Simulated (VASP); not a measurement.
# Cu3N (Pm-3m) in VASP: further runs

One crystal, Cu3N, is run at these levels: LDA, PBE; tasks: relaxation of cell and atoms.

Everything below comes from runs of VASP 6.6.1. Logs are shortened: lines on timing, memory, paths and dates and some standing lists are left out, and cuts for length are marked.

**1. Starting point**

Symmetry: Pm-3m, No. 221, cubic system. Conventional cell: a = 3.728 Å, b = 3.728 Å, c = 3.728 Å, α = 90.00°, β = 90.00°, γ = 90.00°. Around Cu (site symmetry 4/mmm) lie 2 N at 1.86 Å. N (site symmetry m-3m) has 6 Cu at 1.86 Å as nearest neighbours.

**2. Relaxation of cell and atoms, LDA**

Contents of INCAR:

```
PREC = Accurate
ENCUT = 600
EDIFF = 1E-7
ISMEAR = 1
SIGMA = 0.1
LREAL = False
LASPH = True
NELM = 80
ALGO = Normal
ISIF = 3
LWAVE = False
LCHARG = False
IBRION = 2
NSW = 90
EDIFFG = -0.005
KPAR = 2
```

Contents of KPOINTS:

```
regular mesh
0
Gamma
  10 10 10
```

Contents of POSCAR:

```
Cu3N                                    
1.0
    3.7281581007     -0.0000000000     -0.0000000000
   -0.0000000000      3.7281581007     -0.0000000000
    0.0000000000     -0.0000000000      3.7281581007
  Cu              N             
     3     1
Direct
     0.5000000000000000    0.0000000000000000    0.0000000000000000
     0.0000000000000000    0.5000000000000000    0.0000000000000000
     0.0000000000000000    0.0000000000000000    0.5000000000000000
     0.0000000000000000    0.0000000000000000    0.0000000000000000
```

Potentials or basis: VASP PAW LDA potentials, release 64 (Cu, N).

Run with:

```sh
> cat potpaw_LDA.64/Cu/POTCAR potpaw_LDA.64/N/POTCAR > POTCAR
> mpirun -np 2 vasp_std > vasp.out
```

OUTCAR:

```text
PREC = Accurate
   ENCUT = 600
   EDIFF = 1E-7
   ISMEAR = 1
   LREAL = False
   LASPH = True
   NELM = 80
   ISIF = 3
   IBRION = 2
   NSW = 90
   EDIFFG = -0.005

 ion  position               nearest neighbor table
   1  0.500  0.000  0.000-   4 1.86   4 1.86   2 2.64   3 2.64   2 2.64   2 2.64   3 2.64   3 2.64
                             3 2.64   2 2.64
   2  0.000  0.500  0.000-   4 1.86   4 1.86   1 2.64   3 2.64   1 2.64   3 2.64   3 2.64   3 2.64
                             1 2.64   1 2.64
   3  0.000  0.000  0.500-   4 1.86   4 1.86   1 2.64   1 2.64   2 2.64   2 2.64   2 2.64   2 2.64
                             1 2.64   1 2.64
   4  0.000  0.000  0.000-   1 1.86   2 1.86   3 1.86   3 1.86   2 1.86   1 1.86

  LATTYP: Found a simple cubic cell.
 ALAT       =     3.7281581007

  Lattice vectors:

 A1 = (   3.7281581007,   0.0000000000,   0.0000000000)
 A2 = (   0.0000000000,   3.7281581007,   0.0000000000)
 A3 = (   0.0000000000,   0.0000000000,   3.7281581007)

Analysis of symmetry for initial positions (statically):
=====================================================================
 Subroutine PRICEL returns:
 Original cell was already a primitive cell.

 Routine SETGRP: Setting up the symmetry group for a
 simple cubic supercell.

 Subroutine GETGRP returns: Found 48 space group operations
 (whereof 48 operations were pure point group operations)
 out of a pool of 48 trial point group operations.

The static configuration has the point symmetry O_h .

Analysis of symmetry for dynamics (positions and initial velocities):
=====================================================================
 Subroutine PRICEL returns:
 Original cell was already a primitive cell.

 Routine SETGRP: Setting up the symmetry group for a
 simple cubic supercell.

 Subroutine GETGRP returns: Found 48 space group operations
 (whereof 48 operations were pure point group operations)
 out of a pool of 48 trial point group operations.

The dynamic configuration has the point symmetry O_h .

 Subroutine INISYM returns: Found 48 space group operations
 (whereof 48 operations are pure point group operations),
 and found     1 'primitive' translations

----------------------------------------------------------------------------------------

                                     Primitive cell

  volume of cell :      51.8183

  direct lattice vectors                    reciprocal lattice vectors
     3.728158101  0.000000000  0.000000000     0.268228968  0.000000000  0.000000000
[... 90 lines left out ...]
   EDIFF  = 0.1E-06   stopping-criterion for ELM
   LREAL  =      F    real-space projection
   EDIFFG = -.5E-02   stopping-criterion for IOM
   NSW    =     90    number of steps for IOM
   IBRION =      2    ionic relax: 0-MD 1-quasi-New 2-CG
   NFREE  =      1    steps in history (QN), initial steepest desc. (CG)
   ISIF   =      3    stress and relaxation
   ISYM   =      2    0-nonsym 1-usesym 2-fastsym
   POTIM  = 0.5000    time-step for ionic-motion
   TEBEG  =    0.0;   TEEND  =   0.0 temperature during run
   PSTRESS=    0.0 pullay stress
   NELECT =      38.0000    total number of electrons
   NUPDOWN=      -1.0000    fix difference up-down
   EMIN   =  10.00;   EMAX   =-10.00  energy-range for DOS
   EFERMI =   0.00;   METHOD = LEGACY
   ISMEAR =     1;   SIGMA  =   0.10  broadening in eV -4-tet -1-fermi 0-gaus
   EFERMI_NEDOS =   21; number of points for ismear=-14 and -15
   IALGO  =     38    algorithm
   IMIX   =      4    mixing-type and parameters
     AMIX     =   0.40;   BMIX     =  1.00
     AMIX_MAG =   1.60;   BMIX_MAG =  1.00
  volume/ion in A,a.u.               =      12.95        87.42
  Fermi-wavevector in a.u.,A,eV,Ry     =   1.476301  2.789805 29.653434  2.179466
  Thomas-Fermi vector in A             =   2.590845
   LORBIT       =      0    0 simple, 1 ext, 2 COOP (PROOUT), +10 PAW based schemes
   GGA     = CA    functional components
   LHFCALC =     F    Hartree Fock is set to
   AEXX    =    0.0000 exact exchange contribution
   IVDW    =     0    specifies the selected vdW correction
   LEPSILON=     F    determine dielectric tensor
   LRPA    =     F    only Hartree local field effects (RPA)
 conjugate gradient relaxation of ions
 non-spin polarized calculation
 Methfessel and Paxton  Order N= 1 SIGMA  =   0.10
  energy-cutoff  :      600.00
  volume of cell :       51.82
 maximum number of plane-waves:      1763
 NGX is ok and might be reduce to    30
   NGX = 15   NGY = 15   NGZ = 15

 number of electron      38.0000067 magnetization

 Free energy of the ion-electron system (eV)
  ---------------------------------------------------
  ext. energy  EPLUGINS =         0.00000000
  ---------------------------------------------------
  free energy    TOTEN  =       -22.17126316 eV

  energy without entropy =      -22.17106670  energy(sigma->0) =      -22.17119768

 E-fermi :   5.4020     XC(G=0): -11.5331

 val. band max:        5.4013760749   @ k =   0.5000   0.5000   0.5000
 cond. band min:       5.4398187485   @ k =   0.5000   0.5000   0.1000
 fundamental gap:      0.0384426737
 Fermi energy:         5.4020412371

 k-point     1 :       0.0000    0.0000    0.0000
  band No.  band energies     occupation
      1     -11.8695      2.00000
      2      -0.3155      2.00000
      3       0.2293      2.00000
      4       0.2293      2.00000
      5       0.2293      2.00000
      6       1.0968      2.00000
[... 613 lines left out ...]
     22      10.5470      0.00000
     23      11.9920      0.00000

 [... further k-points ...]
[... 5 lines left out ...]
  --------------------------------------------------------------------------------------
  -------------------------------------------------------------------------------------
  Total       -0.0073769     -0.0073769     -0.0073769      0.0000000      0.0000000     -0.0000000
  in kB       -0.2280875     -0.2280875     -0.2280875      0.0000000      0.0000000     -0.0000000
  external PRESSURE =      -0.2280875 kB  Pullay stress =       0.0000000 kB

 VOLUME and BASIS-vectors are now :
 -----------------------------------------------------------------------------
  energy-cutoff  :      600.00
  volume of cell :       51.82
      direct lattice vectors                 reciprocal lattice vectors
     3.728158101  0.000000000  0.000000000     0.268228968  0.000000000  0.000000000
     0.000000000  3.728158101  0.000000000     0.000000000  0.268228968  0.000000000
     0.000000000  0.000000000  3.728158101     0.000000000  0.000000000  0.268228968

 POSITION                                       TOTAL-FORCE (eV/Angst)
 -----------------------------------------------------------------------------------
      1.86408      0.00000      0.00000         0.000000      0.000000      0.000000
      0.00000      1.86408      0.00000         0.000000      0.000000      0.000000
      0.00000      0.00000      1.86408         0.000000      0.000000      0.000000
      0.00000      0.00000      0.00000         0.000000      0.000000      0.000000
 -----------------------------------------------------------------------------------
    total drift:                                0.000000      0.000000      0.000000

  FREE ENERGIE OF THE ION-ELECTRON SYSTEM (eV)
  ---------------------------------------------------
  free  energy   TOTEN  =       -22.1712631650 eV

  energy  without entropy=      -22.1710667025  energy(sigma->0) =      -22.17119768

 reached required accuracy - stopping structural energy minimisation
```

OSZICAR:

```text
N       E                     dE             d eps       ncg     rms          rms(c)
DAV:   1     0.303901746781E+03    0.30390E+03   -0.19627E+04  2584   0.302E+03
DAV:   2     0.111770209981E+02   -0.29272E+03   -0.28537E+03  2576   0.438E+02
DAV:   3    -0.257315048921E+02   -0.36909E+02   -0.35935E+02  3743   0.192E+02
DAV:   4    -0.270950938063E+02   -0.13636E+01   -0.13566E+01  3802   0.400E+01
DAV:   5    -0.271080569411E+02   -0.12963E-01   -0.12960E-01  3905   0.409E+00    0.162E+01
DAV:   6    -0.245516596460E+02    0.25564E+01   -0.53400E+01  3445   0.169E+02    0.993E+00
DAV:   7    -0.221902166479E+02    0.23614E+01   -0.11605E+01  3105   0.912E+01    0.269E+00
DAV:   8    -0.222113507634E+02   -0.21134E-01   -0.91596E-01  3649   0.804E+00    0.147E+00
DAV:   9    -0.221733164055E+02    0.38034E-01   -0.43042E-02  3683   0.349E+00    0.374E-01
DAV:  10    -0.221717761049E+02    0.15403E-02   -0.16189E-02  3708   0.235E+00    0.144E-01
DAV:  11    -0.221713410117E+02    0.43509E-03   -0.31523E-03  4216   0.864E-01    0.537E-02
DAV:  12    -0.221712636413E+02    0.77370E-04   -0.53439E-04  4496   0.267E-01    0.226E-02
DAV:  13    -0.221712633116E+02    0.32970E-06   -0.42444E-05  3665   0.944E-02    0.698E-03
DAV:  14    -0.221712632149E+02    0.96615E-07   -0.36814E-06  3866   0.195E-02    0.233E-03
DAV:  15    -0.221712631650E+02    0.49945E-07   -0.43711E-07  2681   0.134E-02
   1 F= -.22171263E+02 E0= -.22171198E+02  d E =-.221713E+02
```

Run time: 30 s. Hardware: 2 MPI ranks of Intel Xeon Platinum 8488C (Sapphire Rapids), shared host; peak memory 0.18 GiB.

What came out:

* Free energy: -22.1713 eV
* Pressure after relaxing: 0.0 GPa
* Band gap on the k mesh: none (metal or under the smearing width)

Final structure:
```cif
data_structure
_symmetry_space_group_name_H-M 'P 1'
_symmetry_Int_Tables_number 1
_cell_length_a 3.7282
_cell_length_b 3.7282
_cell_length_c 3.7282
_cell_angle_alpha 90.000
_cell_angle_beta 90.000
_cell_angle_gamma 90.000
_cell_volume 51.82
loop_
_atom_site_label
_atom_site_type_symbol
_atom_site_fract_x
_atom_site_fract_y
_atom_site_fract_z
_atom_site_occupancy
Cu1 Cu 0.50000 0.00000 0.00000 1
Cu2 Cu 0.00000 0.50000 0.00000 1
Cu3 Cu 0.00000 0.00000 0.50000 1
N1 N 0.00000 0.00000 0.00000 1
```

Caveat: the relaxation stopped at its first step, so nothing moved; the run has no spin polarisation, though such a crystal can be magnetic.

**3. Relaxation of cell and atoms, PBE**

This run uses another cell than the first one, of 13.79 Å³/atom, 1.065 times its volume.

Contents of INCAR:

```
  PREC = Accurate
  ENCUT = 600
  EDIFF = 1E-6
  ISMEAR = 1
  SIGMA = 0.1
  LREAL = F
  LASPH = T
  NELM = 80
  ALGO = Normal
  ISIF = 3
  LWAVE = F
  LCHARG = F
  GGA = PE
  IBRION = 2
  NSW = 90
  EDIFFG = -0.01
  KPAR = 2
```

KPOINTS is that of step 2.

Contents of POSCAR:

```
Cu3N
1.0
    3.8070000000      0.0000000000      0.0000000000
    0.0000000000      3.8070000000      0.0000000000
    0.0000000000      0.0000000000      3.8070000000
Cu N
3 1
Direct
    0.5000000000      0.0000000000      0.0000000000
    0.0000000000      0.5000000000      0.0000000000
    0.0000000000      0.0000000000      0.5000000000
    0.0000000000      0.0000000000      0.0000000000
```

Potentials or basis: VASP PAW PBE potentials, release 64 (Cu, N).

Run with:

```sh
> cat potpaw_PBE.64/Cu/POTCAR potpaw_PBE.64/N/POTCAR > POTCAR
> mpirun -np 2 vasp_std > vasp.out
```

Run time: 62 s. Hardware: 2 MPI ranks of AMD EPYC 9R14 (Zen 4), shared host; peak memory 0.19 GiB.

The run converged. Its results:

```
Free energy                            : -18.3916 eV
Relaxed volume                         : 14.08 Å³/atom
Relaxed cell                           : a = 3.833 Å, b = 3.833 Å, c = 3.833 Å, α = 90.00°, β = 90.00°, γ = 90.00°
Space group after relaxing (to 0.05 Å) : Pm-3m (No. 221)
Energy gained by relaxing              : 2.2 meV/atom
Ionic steps                            : 3
Pressure after relaxing                : 0.0 GPa
Band gap on the k mesh                 : 0.26 eV, indirect (least direct gap 0.80 eV)
```

Step by step:
```csv
step,energy change (eV),largest force (eV/Å),pressure (GPa),volume (Å³)
1,0.0000,0.0000,2.55,55.18
2,-0.0064,0.0000,-1.19,56.95
3,-0.0088,0.0000,-0.04,56.32
```

Final structure:
```
Cu N
1.0
     3.83315    0.00000    0.00000
     0.00000    3.83315    0.00000
     0.00000    0.00000    3.83315
Cu N
3 1
Direct
  0.50000 0.00000 0.00000
  0.00000 0.50000 0.00000
  0.00000 0.00000 0.50000
  0.00000 0.00000 0.00000
```

Levels at points of the mesh, in eV from the valence-band top:
| k point | band 16 | band 17 | band 18 | band 19 | band 20 | band 21 | band 22 | band 23 |
| --- | --- | --- | --- | --- | --- | --- | --- | --- |
| (0.00, 0.00, 0.00) | -1.78 | -1.78 | -1.78 | -1.74 | 0.96 | 5.23 | 5.23 | 6.59 |
| (0.50, 0.00, 0.00) | -2.12 | -1.78 | -1.37 | -1.37 | 1.53 | 3.32 | 6.68 | 7.18 |
| (0.50, 0.50, 0.00) | -2.09 | -1.04 | -1.04 | -0.66 | 0.26 | 3.51 | 4.80 | 4.80 |
| (0.50, 0.50, 0.50) | -1.82 | 0.00 | 0.00 | 0.00 | 0.88 | 0.88 | 0.88 | 6.15 |

A k mesh can miss the band edges. PBE usually gives volumes a little too large and moduli too small.

**4. Relaxation of cell and atoms, PBE**

This run uses another cell than the first one, of 14.08 Å³/atom, 1.087 times its volume.

Changes to INCAR since step 3:

```diff
@@ -2,3 +2,3 @@
   ENCUT = 600
-  EDIFF = 1E-6
+  EDIFF = 1E-7
   ISMEAR = 1
@@ -15,3 +15,3 @@
   NSW = 90
-  EDIFFG = -0.01
+  EDIFFG = -0.005
   KPAR = 2
```

KPOINTS is that of step 3.

Contents of POSCAR:

```
Cu3N                                    
1.0
    3.8331530171     -0.0000000000     -0.0000000000
   -0.0000000000      3.8331530171     -0.0000000000
    0.0000000000     -0.0000000000      3.8331530171
  Cu              N             
     3     1
Direct
     0.5000000000000000    0.0000000000000000    0.0000000000000000
     0.0000000000000000    0.5000000000000000    0.0000000000000000
     0.0000000000000000    0.0000000000000000    0.5000000000000000
     0.0000000000000000    0.0000000000000000    0.0000000000000000
```

Run with:

```sh
> cat potpaw_PBE.64/Cu/POTCAR potpaw_PBE.64/N/POTCAR > POTCAR
> mpirun -np 2 vasp_std > vasp.out
```

It took 32 s on 2 MPI ranks of AMD EPYC 9R14 (Zen 4), shared host; peak memory 0.19 GiB.

Results (log left out):

| Item | Value |
| --- | --- |
| Free energy | -18.3925 eV |
| Pressure after relaxing | 0.0 GPa |
| Band gap on the k mesh | 0.26 eV, indirect (least direct gap 0.80 eV) |

Final structure:
```xyz
4
Lattice="3.8332 0.0000 0.0000 0.0000 3.8332 0.0000 0.0000 0.0000 3.8332" Properties=species:S:1:pos:R:3 pbc="T T T"
Cu    1.9166    0.0000    0.0000
Cu    0.0000    1.9166    0.0000
Cu    0.0000    0.0000    1.9166
N     0.0000    0.0000    0.0000
```

Levels at points of the mesh, in eV from the valence-band top:
```
           k point  band 15  band 16  band 17  band 18  band 19  band 20  band 21  band 22  band 23
(0.00, 0.00, 0.00)    -2.30    -1.78    -1.78    -1.78    -1.74     0.96     5.23     5.23     6.59
(0.50, 0.00, 0.00)    -2.29    -2.12    -1.78    -1.37    -1.37     1.53     3.32     6.68     7.18
(0.50, 0.50, 0.00)    -2.34    -2.09    -1.04    -1.04    -0.66     0.26     3.51     4.80     4.80
(0.50, 0.50, 0.50)    -1.82    -1.82     0.00     0.00     0.00     0.88     0.88     0.88     6.15
```

Caveat: the relaxation stopped at its first step, so nothing moved.
